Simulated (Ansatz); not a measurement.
# NbP: a short molecular-dynamics run

What does NbP do over 30 steps of 1 fs under a Nosé-Hoover thermostat at 900 K? The cell is a distorted structure of 4 atoms, taken as it stands, without a relaxation.

Program: Ansatz 0.2.0. Level of theory: DFT PBE, plane waves, PAW, scalar-relativistic, no spin polarisation. These are calculated values, not measurements.

## Step 1: Starting point

The cell holds 4 atoms (Nb2P2): a = 3.400 Å, b = 3.430 Å, c = 6.340 Å, α = 74.24°, β = 74.59°, γ = 90.84°.

As a file:

```
CELL_PARAMETERS angstrom
-0.02498 3.40030 -0.00286
3.42962 -0.02498 -0.00930
1.71824 1.69256 -5.86355
ATOMIC_POSITIONS crystal
Nb 0.00056 0.04679 0.00903
Nb 0.76305 0.27570 0.48206
P 0.49438 0.50780 0.99029
P 0.27746 0.77908 0.48164
```

## Step 2: Dynamics

The input, input.yaml:

```yaml
crystal:
  lattice:
    - [-0.024981, 3.400303, -0.002861]
    - [3.429619, -0.024981, -0.009304]
    - [1.71824, 1.692556, -5.863553]
  atoms:
    - { symbol: Nb, position: [0.000562, 0.04679, 0.009033] }
    - { symbol: Nb, position: [0.763051, 0.275698, 0.482064] }
    - { symbol: P, position: [0.494382, 0.507801, 0.990289] }
    - { symbol: P, position: [0.277462, 0.779081, 0.481638] }
kpoints:
  mp_grid: { grid: [4, 4, 3] }
magnetization:
  spin_polarized: false
scf:
  occupations: { method: gaussian, width: 0.1 }
hamiltonian:
  pseudopotentials: { kind: paw }
  xc: pbe
basis:
  ecutwfc: 420
md:
  timestep: 1.0
  n_steps: 30
  ensemble: nvt_nose_hoover
  temperature: 900.0
  initial_velocities: maxwell_boltzmann
  seed: 28574
```

Launch:

```console
> ansatz run input.yaml --threads 2 --pin off --max-ram 2560MiB --backend cpu --events-out ev --progress --plain --runs-dir out
```

Standard output:

```text
Warning: md: disabling space-group detection — thermal motion breaks the input geometry's symmetry, so no spatial operation reduces the k-mesh or symmetrises the density; time reversal is kept, so that k and −k are solved as one point where they differ and the mesh holds both, and exact exchange and, on two spinor components, a DFT+U term hold to it where the run has them: on two components no moment then forms, and a state that bears one, which a typed moment (crystal.atoms[].spin; refused beside efield: under a hybrid functional) reaches, can lie lower, under hf by electronvolts; crystal.symmetry.detect: false (a key that needs symmetry detection or time reversal refuses this as the deck is read) with time_reversal: false beside it drops time reversal too
Warning: RAYON_NUM_THREADS=2 ignored (pool sized by the plan → 2); use --threads N
Engine: ansatz 0.2.0, aarch64-unknown-linux-gnu
Pseudopotentials: kind: paw
Pseudopotential: Nb, paw, valence charge 13, recommended cutoff 420 eV (normal), Nb.paw.azcp
Pseudopotential: P, paw, valence charge 5, recommended cutoff 420 eV (normal), P.paw.azcp
Functional definition: PBE
  parameter kappa = 0.804
  parameter beta = 0.06672455060314922
  exchange = pbe_x(kappa = kappa, mu = beta*pi^2/3)
  correlation = pbe_c(beta = beta)
Crystal: 4 atoms, lattice volume = 68.304 Å³
Basis set: ecut = 420 eV, 1359 PW (Γ), exchange–correlation on 48×48×90 points (8 copies of the dense FFT grid, shifted against one another)
Bands: 22, of which v1, the nominal top of the filled ones, is band 18 counted from 1 (17 counted from 0)
Symmetry: 1 space group operations
k-points: 26 of 48 (time reversal used)
Non-local potential: Nb, projectors of the file, l = 0: 3, l = 1: 2, l = 2: 2, l = 3: 1
Non-local potential: P, projectors of the file, l = 0: 2, l = 1: 2, l = 2: 2
PAW form: soft (Blöchl's): semilocal exchange-correlation on the pseudo side does not see the compensation charge
PAW one-centre angular grid: Nb, 590 points (default); XC on 64 Gauss nodes
PAW one-centre angular grid: P, 110 points (default); XC on 64 Gauss nodes
Initial density: superposition of atomic densities (neutral atoms: chi_scale 0, normalization atom), corrected by the library's trained network
Initial wavefunctions: pseudopotential atomic-orbital guess
Functional: x = pbe(κ = 0.804, μ = 0.2195149727645171), c = pbe(β = 0.06672455060314922)
SCF iter   1: F=—  HF=-10616.922163 eV  |F-HF|=—  |Δ(HF+E_count)|=         —  Δρ=6.21e-3  dr2=4.68e-2  ethr=1.77e-3  ⟨swp⟩=6.2  Hψ=2875  notcnv=0
preconditioner: auto → Kerker (q_TF=auto, 2.452 Å⁻¹)  [metal: Δε(μ)=0.048 eV  Ē_g=6.183 eV  σ=0.100 eV  W_gap=0.25  n_scr=18 (ndim 8)  ℏωp=20.1 eV  f_vac=0.000  D(μ)=2.96/eV (n_scr^D=28)]
SCF iter   2: F=—  HF=-10616.917725 eV  |F-HF|=—  |Δ(HF+E_count)|=   4.44e-3  Δρ=3.39e-3  dr2=1.12e-2  ethr=1.30e-4  ⟨swp⟩=1.8  Hψ=813  notcnv=0
SCF iter   3: F=—  HF=-10616.916484 eV  |F-HF|=—  |Δ(HF+E_count)|=   1.24e-3  Δρ=6.11e-4  dr2=3.24e-4  ethr=3.10e-5  ⟨swp⟩=2.7  Hψ=831  notcnv=0
SCF iter   4: F=—  HF=-10616.916462 eV  |F-HF|=—  |Δ(HF+E_count)|=   2.13e-5  Δρ=1.48e-4  dr2=2.52e-5  ethr=9.00e-7  ⟨swp⟩=2.5  Hψ=850  notcnv=0
SCF iter   5: F=—  HF=-10616.916457 eV  |F-HF|=—  |Δ(HF+E_count)|=   5.73e-6  Δρ=4.38e-5  dr2=2.03e-6  ethr=6.99e-8  ⟨swp⟩=2.6  Hψ=934  notcnv=0
SCF iter   6: F=—  HF=-10616.916458 eV  |F-HF|=—  |Δ(HF+E_count)|=   9.80e-7  Δρ=8.47e-6  dr2=5.70e-8  ethr=5.64e-9  ⟨swp⟩=2.1  Hψ=721  notcnv=0
SCF iter   7: F=-10616.916458 eV  HF=-10616.916458 eV  |F-HF|=1.25e-9  |Δ(HF+E_count)|=   8.69e-9  Δρ=1.78e-6  dr2=3.45e-9  ethr=1.11e-11  ⟨swp⟩=5.0  Hψ=2226  notcnv=0
SCF 1 converged in 7 iterations: F = -10616.916458 eV  dr2 = 3.45e-9
md step     0: t =     0.00 fs  T =   900.0 K  F+E_penalty+E_count = -10616.91645753 eV  E_kin = 0.349002 eV  conserved = -10616.56745553 eV  (7 SCF iters)
Initial density: handed on by an earlier stage of this run
Initial wavefunctions: those handed on with the density
iter 1 solved again at ethr=1.02e-6 eV; its pass at ethr=3.10e-3 eV (dr2=3.67e-4 eV) is discarded
SCF iter   1: F=—  HF=-10616.897398 eV  |F-HF|=—  |Δ(HF+E_count)|=         —  Δρ=7.80e-4  dr2=3.96e-4  ethr=1.02e-6  ⟨swp⟩=3.0  Hψ=3534  notcnv=0
preconditioner: auto → Kerker (q_TF=auto, 2.452 Å⁻¹)  [metal: Δε(μ)=0.014 eV  Ē_g=6.172 eV  σ=0.100 eV  W_gap=0.08  n_scr=18 (ndim 8)  ℏωp=20.1 eV  f_vac=0.000  D(μ)=3.11/eV (n_scr^D=32)]
SCF iter   2: F=—  HF=-10616.897333 eV  |F-HF|=—  |Δ(HF+E_count)|=   6.43e-5  Δρ=4.49e-4  dr2=1.37e-4  ethr=1.02e-6  ⟨swp⟩=1.0  Hψ=572  notcnv=0
SCF iter   3: F=—  HF=-10616.897302 eV  |F-HF|=—  |Δ(HF+E_count)|=   3.10e-5  Δρ=4.95e-5  dr2=1.68e-6  ethr=3.82e-7  ⟨swp⟩=2.0  Hψ=823  notcnv=0
SCF iter   4: F=—  HF=-10616.897302 eV  |F-HF|=—  |Δ(HF+E_count)|=   2.41e-8  Δρ=9.50e-6  dr2=1.18e-7  ethr=4.65e-9  ⟨swp⟩=2.5  Hψ=892  notcnv=0
SCF iter   5: F=—  HF=-10616.897302 eV  |F-HF|=—  |Δ(HF+E_count)|=   1.58e-8  Δρ=2.55e-6  dr2=5.51e-9  ethr=3.28e-10  ⟨swp⟩=2.0  Hψ=793  notcnv=0
SCF iter   6: F=-10616.897302 eV  HF=-10616.897302 eV  |F-HF|=1.33e-10  |Δ(HF+E_count)|=  5.00e-10  Δρ=6.04e-7  dr2=3.70e-10  ethr=1.11e-11  ⟨swp⟩=4.0  Hψ=1884  notcnv=0
SCF 2 converged in 6 iterations: F = -10616.897302 eV  dr2 = 3.70e-10
md step     1: t =     1.00 fs  T =   850.6 K  F+E_penalty+E_count = -10616.89730236 eV  E_kin = 0.329865 eV  conserved = -10616.56743815 eV  (6 SCF iters)
iter 1 solved again at ethr=9.35e-7 eV; its pass at ethr=3.10e-3 eV (dr2=3.37e-4 eV) is discarded
SCF iter   1: F=—  HF=-10616.880872 eV  |F-HF|=—  |Δ(HF+E_count)|=         —  Δρ=7.44e-4  dr2=3.51e-4  ethr=9.35e-7  ⟨swp⟩=3.0  Hψ=3534  notcnv=0
preconditioner: auto → Kerker (q_TF=auto, 2.452 Å⁻¹)  [metal: Δε(μ)=0.030 eV  Ē_g=6.171 eV  σ=0.100 eV  W_gap=0.17  n_scr=18 (ndim 8)  ℏωp=20.1 eV  f_vac=0.000  D(μ)=3.08/eV (n_scr^D=32)]
SCF iter   2: F=—  HF=-10616.880816 eV  |F-HF|=—  |Δ(HF+E_count)|=   5.65e-5  Δρ=4.29e-4  dr2=1.23e-4  ethr=9.35e-7  ⟨swp⟩=1.0  Hψ=572  notcnv=0
SCF iter   3: F=—  HF=-10616.880789 eV  |F-HF|=—  |Δ(HF+E_count)|=   2.67e-5  Δρ=4.69e-5  dr2=1.51e-6  ethr=3.40e-7  ⟨swp⟩=2.0  Hψ=824  notcnv=0
SCF iter   4: F=—  HF=-10616.880790 eV  |F-HF|=—  |Δ(HF+E_count)|=   1.27e-6  Δρ=8.95e-6  dr2=1.04e-7  ethr=4.18e-9  ⟨swp⟩=2.5  Hψ=902  notcnv=0
SCF iter   5: F=—  HF=-10616.880790 eV  |F-HF|=—  |Δ(HF+E_count)|=   1.33e-8  Δρ=2.41e-6  dr2=4.84e-9  ethr=2.88e-10  ⟨swp⟩=2.0  Hψ=775  notcnv=0
SCF iter   6: F=-10616.880790 eV  HF=-10616.880790 eV  |F-HF|=1.16e-10  |Δ(HF+E_count)|=  4.47e-10  Δρ=5.50e-7  dr2=3.09e-10  ethr=1.11e-11  ⟨swp⟩=4.0  Hψ=1883  notcnv=0
SCF 3 converged in 6 iterations: F = -10616.880790 eV  dr2 = 3.09e-10
md step     2: t =     2.00 fs  T =   808.1 K  F+E_penalty+E_count = -10616.88079037 eV  E_kin = 0.313370 eV  conserved = -10616.56742461 eV  (6 SCF iters)
[... from here on, the SCF cycles and remarks between the steps are left out ...]
md step     3: t =     3.00 fs  T =   773.0 K  F+E_penalty+E_count = -10616.86714532 eV  E_kin = 0.299744 eV  conserved = -10616.56741555 eV  (6 SCF iters)
md step     4: t =     4.00 fs  T =   745.6 K  F+E_penalty+E_count = -10616.85652287 eV  E_kin = 0.289144 eV  conserved = -10616.56741107 eV  (6 SCF iters)
md step     5: t =     5.00 fs  T =   726.3 K  F+E_penalty+E_count = -10616.84900713 eV  E_kin = 0.281655 eV  conserved = -10616.56741093 eV  (3 SCF iters)
md step     6: t =     6.00 fs  T =   715.1 K  F+E_penalty+E_count = -10616.84461280 eV  E_kin = 0.277294 eV  conserved = -10616.56741459 eV  (3 SCF iters)
md step     7: t =     7.00 fs  T =   711.8 K  F+E_penalty+E_count = -10616.84329069 eV  E_kin = 0.276013 eV  conserved = -10616.56742147 eV  (3 SCF iters)
md step     8: t =     8.00 fs  T =   716.1 K  F+E_penalty+E_count = -10616.84493464 eV  E_kin = 0.277707 eV  conserved = -10616.56743110 eV  (2 SCF iters)
md step     9: t =     9.00 fs  T =   727.8 K  F+E_penalty+E_count = -10616.84938889 eV  E_kin = 0.282221 eV  conserved = -10616.56744305 eV  (3 SCF iters)
md step    10: t =    10.00 fs  T =   746.2 K  F+E_penalty+E_count = -10616.85645589 eV  E_kin = 0.289359 eV  conserved = -10616.56745679 eV  (6 SCF iters)
md step    11: t =    11.00 fs  T =   770.8 K  F+E_penalty+E_count = -10616.86590519 eV  E_kin = 0.298890 eV  conserved = -10616.56747173 eV  (3 SCF iters)
md step    12: t =    12.00 fs  T =   800.9 K  F+E_penalty+E_count = -10616.87748356 eV  E_kin = 0.310562 eV  conserved = -10616.56748717 eV  (3 SCF iters)
md step    13: t =    13.00 fs  T =   835.8 K  F+E_penalty+E_count = -10616.89092686 eV  E_kin = 0.324111 eV  conserved = -10616.56750225 eV  (2 SCF iters)
md step    14: t =    14.00 fs  T =   874.9 K  F+E_penalty+E_count = -10616.90597367 eV  E_kin = 0.339275 eV  conserved = -10616.56751608 eV  (3 SCF iters)
md step    15: t =    15.00 fs  T =   917.6 K  F+E_penalty+E_count = -10616.92237992 eV  E_kin = 0.355809 eV  conserved = -10616.56752773 eV  (3 SCF iters)
md step    16: t =    16.00 fs  T =   963.2 K  F+E_penalty+E_count = -10616.93993325 eV  E_kin = 0.373499 eV  conserved = -10616.56753642 eV  (3 SCF iters)
md step    17: t =    17.00 fs  T =  1011.3 K  F+E_penalty+E_count = -10616.95846415 eV  E_kin = 0.392172 eV  conserved = -10616.56754193 eV  (3 SCF iters)
md step    18: t =    18.00 fs  T =  1061.7 K  F+E_penalty+E_count = -10616.97784999 eV  E_kin = 0.411699 eV  conserved = -10616.56754491 eV  (3 SCF iters)
md step    19: t =    19.00 fs  T =  1114.0 K  F+E_penalty+E_count = -10616.99800709 eV  E_kin = 0.431991 eV  conserved = -10616.56754729 eV  (3 SCF iters)
md step    20: t =    20.00 fs  T =  1168.1 K  F+E_penalty+E_count = -10617.01886814 eV  E_kin = 0.452970 eV  conserved = -10616.56755177 eV  (6 SCF iters)
md step    21: t =    21.00 fs  T =  1223.7 K  F+E_penalty+E_count = -10617.04034736 eV  E_kin = 0.474541 eV  conserved = -10616.56756129 eV  (4 SCF iters)
md step    22: t =    22.00 fs  T =  1280.5 K  F+E_penalty+E_count = -10617.06230344 eV  E_kin = 0.496552 eV  conserved = -10616.56757772 eV  (3 SCF iters)
md step    23: t =    23.00 fs  T =  1337.8 K  F+E_penalty+E_count = -10617.08451772 eV  E_kin = 0.518775 eV  conserved = -10616.56760032 eV  (4 SCF iters)
md step    24: t =    24.00 fs  T =  1394.9 K  F+E_penalty+E_count = -10617.10670174 eV  E_kin = 0.540915 eV  conserved = -10616.56762606 eV  (3 SCF iters)
md step    25: t =    25.00 fs  T =  1450.9 K  F+E_penalty+E_count = -10617.12853234 eV  E_kin = 0.562640 eV  conserved = -10616.56765137 eV  (3 SCF iters)
md step    26: t =    26.00 fs  T =  1505.1 K  F+E_penalty+E_count = -10617.14969827 eV  E_kin = 0.583630 eV  conserved = -10616.56767298 eV  (3 SCF iters)
md step    27: t =    27.00 fs  T =  1556.6 K  F+E_penalty+E_count = -10617.16994534 eV  E_kin = 0.603623 eV  conserved = -10616.56768785 eV  (3 SCF iters)
md step    28: t =    28.00 fs  T =  1605.2 K  F+E_penalty+E_count = -10617.18911540 eV  E_kin = 0.622449 eV  conserved = -10616.56769381 eV  (3 SCF iters)
md step    29: t =    29.00 fs  T =  1650.6 K  F+E_penalty+E_count = -10617.20717718 eV  E_kin = 0.640068 eV  conserved = -10616.56768951 eV  (3 SCF iters)
iter 1 solved again at ethr=2.44e-6 eV; its pass at ethr=3.10e-3 eV (dr2=8.77e-4 eV) is discarded
SCF iter   1: F=—  HF=-10617.224458 eV  |F-HF|=—  |Δ(HF+E_count)|=         —  Δρ=1.05e-3  dr2=1.02e-3  ethr=2.44e-6  ⟨swp⟩=2.4  Hψ=3599  notcnv=0
preconditioner: auto → Kerker (q_TF=auto, 2.452 Å⁻¹)  [metal: Δε(μ)=0.029 eV  Ē_g=6.147 eV  σ=0.100 eV  W_gap=0.16  n_scr=18 (ndim 8)  ℏωp=20.1 eV  f_vac=0.000  D(μ)=2.60/eV (n_scr^D=24)]
SCF iter   2: F=—  HF=-10617.224313 eV  |F-HF|=—  |Δ(HF+E_count)|=   1.44e-4  Δρ=6.11e-4  dr2=3.27e-4  ethr=2.44e-6  ⟨swp⟩=1.0  Hψ=572  notcnv=0
SCF iter   3: F=—  HF=-10617.224247 eV  |F-HF|=—  |Δ(HF+E_count)|=   6.67e-5  Δρ=7.40e-5  dr2=3.04e-6  ethr=9.08e-7  ⟨swp⟩=2.0  Hψ=804  notcnv=0
SCF iter   4: F=—  HF=-10617.224246 eV  |F-HF|=—  |Δ(HF+E_count)|=   6.65e-7  Δρ=1.89e-5  dr2=3.11e-7  ethr=8.45e-9  ⟨swp⟩=2.4  Hψ=898  notcnv=0
SCF iter   5: F=—  HF=-10617.224246 eV  |F-HF|=—  |Δ(HF+E_count)|=   2.33e-8  Δρ=3.72e-6  dr2=1.08e-8  ethr=8.65e-10  ⟨swp⟩=2.4  Hψ=876  notcnv=0
SCF iter   6: F=-10617.224246 eV  HF=-10617.224246 eV  |F-HF|=1.13e-10  |Δ(HF+E_count)|=  5.40e-10  Δρ=9.71e-7  dr2=7.31e-10  ethr=1.11e-11  ⟨swp⟩=4.3  Hψ=1905  notcnv=0
SCF 31 converged in 6 iterations: F = -10617.224246 eV  dr2 = 7.31e-10
md step    30: t =    30.00 fs  T =  1693.2 K  F+E_penalty+E_count = -10617.22424605 eV  E_kin = 0.656583 eV  conserved = -10616.56767442 eV  (6 SCF iters)
SCF converged after 6 iterations
Free energy (F): -10617.224246 eV
Harris-Foulkes:  -10617.224246 eV  (|F-HF|=1.13e-10)
Internal energy: -10617.211217 eV  (E = F + TS)
E sigma→0 (E₀):  -10617.217732 eV
Entropy (-TS):   -0.013029 eV (-3.257 meV/atom)
Fermi energy:    14.097203 eV
--- Per-component energies (eV) ---
  E_band       = -180.081485
  E_kinetic    = 933.972432
  E_local      = -1853.296532  (includes V_loc(G=0)·N_el)
  E_nonlocal   = 307.391747
  E_hartree    = 605.804142
  E_xc         = -475.828988
  E_vxc        = -549.894027  (∫ρ·V_xc dr)
  E_paw        = -7285.620764  (= ΣΔE_a)
  E_vpaw       = -229.863573  (= ΣTr[D̂ρ^β])
  E_aug_tail   = 0.000019  (compensation charges beyond the density's cutoff)
  E_ewald      = -2849.633275
  E_smearing   = -0.013029  (= −TS)
  E_closure    = 0.000000  (closes the sum)
  Σ components = -10617.224246   (vs F -10617.224246, Δ=0.00e0)
--- Forces (eV/Å), atoms counted from 1 ---
  atom   1  Nb     0.04570767     0.95195571     1.47690542
  atom   2  Nb     0.23146038    -1.16632936     0.68940011
  atom   3  P     -0.39147635    -0.77664488    -1.18326245
  atom   4  P      0.11430595     0.99101872    -0.98304647
  max |Σ_I F_I| component: 3.39e-6 eV/Å
--- MD trajectory: 30 steps, t = 0.0 → 30.0 fs ---
  final state: T = 1693.2 K   F+E_penalty+E_count = -10617.22424605 eV   E_kin = 0.656583 eV
  conserved energy: peak-to-peak 2.829e-4 eV (7.072e-5 eV/atom) over 30.0 fs
```

Wall time 34 s (2 threads of an Arm CPU, shared host); peak memory 0.37 GiB.

## Step 3: The trajectory

One step in 2; energies are changes from step 0; msd is the mean square displacement from the start, the centre of mass held:

| time (fs) | T (K) | potential energy change (meV/atom) | conserved energy change (meV/atom) | msd P (Å²) | msd Nb (Å²) |
| --- | --- | --- | --- | --- | --- |
| 0.0 | 900 | 0.0 | 0.00 | 0.000 | 0.000 |
| 2.0 | 808 | 8.9 | 0.01 | 0.000 | 0.000 |
| 4.0 | 746 | 15.0 | 0.01 | 0.001 | 0.000 |
| 6.0 | 715 | 18.0 | 0.01 | 0.002 | 0.001 |
| 8.0 | 716 | 17.9 | 0.01 | 0.003 | 0.001 |
| 10.0 | 746 | 15.0 | 0.00 | 0.004 | 0.001 |
| 12.0 | 801 | 9.7 | -0.01 | 0.007 | 0.002 |
| 14.0 | 875 | 2.6 | -0.01 | 0.009 | 0.002 |
| 16.0 | 963 | -5.9 | -0.02 | 0.013 | 0.003 |
| 18.0 | 1062 | -15.3 | -0.02 | 0.017 | 0.004 |
| 20.0 | 1168 | -25.6 | -0.02 | 0.023 | 0.004 |
| 22.0 | 1280 | -36.5 | -0.03 | 0.030 | 0.005 |
| 24.0 | 1395 | -47.6 | -0.04 | 0.038 | 0.005 |
| 26.0 | 1505 | -58.3 | -0.05 | 0.047 | 0.006 |
| 28.0 | 1605 | -68.2 | -0.06 | 0.058 | 0.007 |
| 30.0 | 1693 | -76.9 | -0.05 | 0.070 | 0.008 |

time (fs), T (K) and a bar:
```
      0.0        900 ######
      1.0        851 ####
      3.0        773 ##
      4.0        746 #
      5.0        726 
      7.0        712 
      8.0        716 
      9.0        728 
     10.0        746 #
     12.0        801 ###
     13.0        836 ####
     14.0        875 #####
     16.0        963 ########
     17.0       1011 #########
     18.0       1062 ###########
     20.0       1168 ##############
     21.0       1224 ################
     22.0       1280 #################
     23.0       1338 ###################
     25.0       1451 #######################
     26.0       1505 ########################
     27.0       1557 ##########################
     29.0       1651 #############################
     30.0       1693 ##############################
```

## Step 4: Positions and forces

Positions (Å) and forces (eV/Å):

```xyz
4
Lattice="-0.025 3.400 -0.003 3.430 -0.025 -0.009 1.718 1.693 -5.864" Properties=species:S:1:pos:R:3:forces:R:3 pbc="T T T" time_fs=4.0 T=746 dE=0.0599
Nb    0.191    0.015   -0.049   -2.548   -1.309    0.104
Nb    1.742    3.411   -2.821    0.798    0.394   -0.455
P     3.427    3.341   -5.825    2.236    1.293    0.184
P     3.489    1.724   -2.864   -0.486   -0.378    0.168
4
Lattice="-0.025 3.400 -0.003 3.430 -0.025 -0.009 1.718 1.693 -5.864" Properties=species:S:1:pos:R:3:forces:R:3 pbc="T T T" time_fs=8.0 T=716 dE=0.0715
Nb    0.202    0.012   -0.044   -2.600   -1.173    0.292
Nb    1.731    3.419   -2.812    0.894    0.015   -0.283
P     3.435    3.344   -5.836    2.252    1.187   -0.028
P     3.483    1.706   -2.894   -0.545   -0.029    0.019
4
Lattice="-0.025 3.400 -0.003 3.430 -0.025 -0.009 1.718 1.693 -5.864" Properties=species:S:1:pos:R:3:forces:R:3 pbc="T T T" time_fs=11.0 T=771 dE=0.0506
Nb    0.208    0.008   -0.040   -2.493   -0.921    0.440
Nb    1.723    3.425   -2.806    0.904   -0.277   -0.157
P     3.448    3.350   -5.845    2.125    0.961   -0.188
P     3.476    1.693   -2.917   -0.536    0.237   -0.095
4
Lattice="-0.025 3.400 -0.003 3.430 -0.025 -0.009 1.718 1.693 -5.864" Properties=species:S:1:pos:R:3:forces:R:3 pbc="T T T" time_fs=15.0 T=918 dE=-0.0059
Nb    0.211    0.002   -0.034   -2.201   -0.458    0.653
Nb    1.714    3.432   -2.797    0.850   -0.610    0.024
P     3.474    3.362   -5.857    1.820    0.538   -0.405
P     3.466    1.677   -2.948   -0.470    0.530   -0.272
4
Lattice="-0.025 3.400 -0.003 3.430 -0.025 -0.009 1.718 1.693 -5.864" Properties=species:S:1:pos:R:3:forces:R:3 pbc="T T T" time_fs=19.0 T=1114 dE=-0.0815
Nb    0.211   -0.004   -0.027   -1.832    0.024    0.874
Nb    1.706    3.439   -2.789    0.746   -0.855    0.217
P     3.510    3.377   -5.871    1.457    0.098   -0.618
P     3.453    1.663   -2.981   -0.371    0.732   -0.472
4
Lattice="-0.025 3.400 -0.003 3.430 -0.025 -0.009 1.718 1.693 -5.864" Properties=species:S:1:pos:R:3:forces:R:3 pbc="T T T" time_fs=22.0 T=1280 dE=-0.1458
Nb    0.209   -0.010   -0.021   -1.511    0.329    1.040
Nb    1.702    3.443   -2.782    0.628   -0.981    0.358
P     3.541    3.389   -5.884    1.150   -0.178   -0.773
P     3.442    1.655   -3.007   -0.267    0.831   -0.625
4
Lattice="-0.025 3.400 -0.003 3.430 -0.025 -0.009 1.718 1.693 -5.864" Properties=species:S:1:pos:R:3:forces:R:3 pbc="T T T" time_fs=26.0 T=1505 dE=-0.2332
Nb    0.204   -0.016   -0.011   -0.849    0.665    1.260
Nb    1.696    3.446   -2.773    0.427   -1.100    0.531
P     3.588    3.403   -5.904    0.505   -0.496   -0.969
P     3.426    1.648   -3.044   -0.083    0.931   -0.821
4
Lattice="-0.025 3.400 -0.003 3.430 -0.025 -0.009 1.718 1.693 -5.864" Properties=species:S:1:pos:R:3:forces:R:3 pbc="T T T" time_fs=30.0 T=1693 dE=-0.3078
Nb    0.198   -0.021    0.001    0.046    0.952    1.477
Nb    1.691    3.448   -2.762    0.231   -1.166    0.689
P     3.637    3.415   -5.930   -0.391   -0.777   -1.183
P     3.409    1.645   -3.085    0.114    0.991   -0.983
```

## Step 5: Summary of results

```
                              quantity                            value
                                length                 30 steps of 1 fs
      temperature, first and last step                   900 and 1693 K
              temperature, second half  mean 1308 K, from 918 to 1693 K
         potential energy, second half      -39 meV/atom from the start
largest change of the conserved energy                    0.06 meV/atom
 mean square displacement, second half             P 0.035, Nb 0.005 Å²
```

What this shows: Against a set 900 K the second half averages 1308 K, going from 918 to 1693 K over that half; the potential energy of that half lies 39 meV/atom under the start, so the atoms have moved to lower-lying arrangements, and the energy set free heats the cell. The conserved energy strays from its start by at most 0.06 meV/atom, under 0.1 % of the mean kinetic energy, which is good for a step of 1 fs. No atom gets farther than 0.28 Å from its start, with the drift of the whole removed, against a typical distance of 2.3 Å between sites at the start. Averages from a run of 30 fs with 4 atoms are rough. The k-mesh is coarse.
